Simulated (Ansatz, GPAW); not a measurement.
Given: the input of a run of GPAW 26.7.0 (ASE script) on InSe. The cell comes from a database or a generator and needn't be the stable form of this composition.

The input run.py:

```python
from ase import Atoms
from ase.dft.bandgap import bandgap
from ase.io import write
from ase.units import Bohr, GPa
from gpaw import GPAW, PW, setup_paths
from gpaw.elf import elf_from_dft_calculation

setup_paths.insert(0, '.')

atoms = Atoms(['In', 'In', 'Se', 'Se'],
              cell=[[5.8263928781, -2.054648955, 0.0],
                    [5.8263928781, 2.054648955, 0.0],
                    [-1.723233014, 0.0, 4.7713478577]],
              scaled_positions=[[0.88820325, 0.88820325, 0.04684136],
                                [0.11179675, 0.11179675, 0.95315864],
                                [0.66092759, 0.66092759, 0.66895562],
                                [0.33907241, 0.33907241, 0.33104438]],
              pbc=True)

calc = GPAW(mode=PW(600),
            xc='PBEsol',
            kpts={'size': (7, 7, 6), 'gamma': True},
            occupations={'name': 'fermi-dirac', 'width': 0.05},
            nbands=32,
            convergence={'density': 1e-05, 'energy': 1e-05},
            maxiter=150,
            txt='gpaw.txt')
atoms.calc = calc
energy = atoms.get_potential_energy()
forces = atoms.get_forces()
stress = atoms.get_stress()
calc.write('gs.gpw')
write('result.traj', atoms)
print(f'Energy: {energy:.6f} eV')
print('Forces (eV/A):')
print(forces.round(4))
print('Stress (GPa):', (stress / GPa).round(3))
print('Fermi level:', round(calc.get_fermi_level(), 4), 'eV')
print(f'Gap: {bandgap(calc)[0]:.4f} eV, direct: {bandgap(calc, direct=True)[0]:.4f} eV')

# fields on the real-space grid
write('density.cube', atoms, data=calc.get_pseudo_density() * Bohr**3)
write('potential.cube', atoms, data=calc.get_electrostatic_potential())
write('elf.cube', atoms, data=elf_from_dft_calculation(calc).data)
```

Potentials or basis: PAW data sets generated in the run's folder for this functional, pw.

Command:

```sh
$ gpaw-setup -f PBEsol In Se
$ OMP_NUM_THREADS=1 python run.py
```

**Question.** Translate it to Ansatz 0.2.0. Potentials or basis there: Ansatz PAW, cutoff 420 eV.

**Answer.** As run (cutoffs and basis follow the program's own potentials, and thresholds, step limits or extra output files can differ):

Contents of input.yaml:

```yaml
crystal:
  lattice:
    - [5.8263928781, -2.054648955, 0.0]
    - [5.8263928781, 2.054648955, 0.0]
    - [-1.723233014, 0.0, 4.7713478577]
  atoms:
    - { symbol: In, position: [0.88820325, 0.88820325, 0.04684136] }
    - { symbol: In, position: [0.11179675, 0.11179675, 0.95315864] }
    - { symbol: Se, position: [0.66092759, 0.66092759, 0.66895562] }
    - { symbol: Se, position: [0.33907241, 0.33907241, 0.33104438] }
hamiltonian:
  xc: pbesol
  pseudopotentials: { kind: paw }
kpoints:
  mp_grid: { grid: [7, 7, 6] }
scf:
  occupations: { method: fermi_dirac, width: 0.05 }
output:
  forces: true
  stress: true
  eigenvalues: true
```

Potentials or basis: Ansatz PAW.

Command:

```bash
$ ansatz run input.yaml --threads 1 --pin off --max-ram 3584MiB --backend cpu --events-out ev --progress --plain --runs-dir out
```

Both were run:

|  | GPAW | Ansatz |
| --- | --- | --- |
| Pressure | -1.4 GPa | -1.2 GPa |

Ansatz's pressure holds a Pulay term of +0.03 GPa for its cutoff of 420 eV, which the other run lacks.

The potentials hold 38 and 58 valence electrons a cell.

Ansatz's potentials were made for PBE.

Where Ansatz's input types no cutoff or centring, it takes its own default and a Γ-centred mesh.

Pressure is positive in compression.
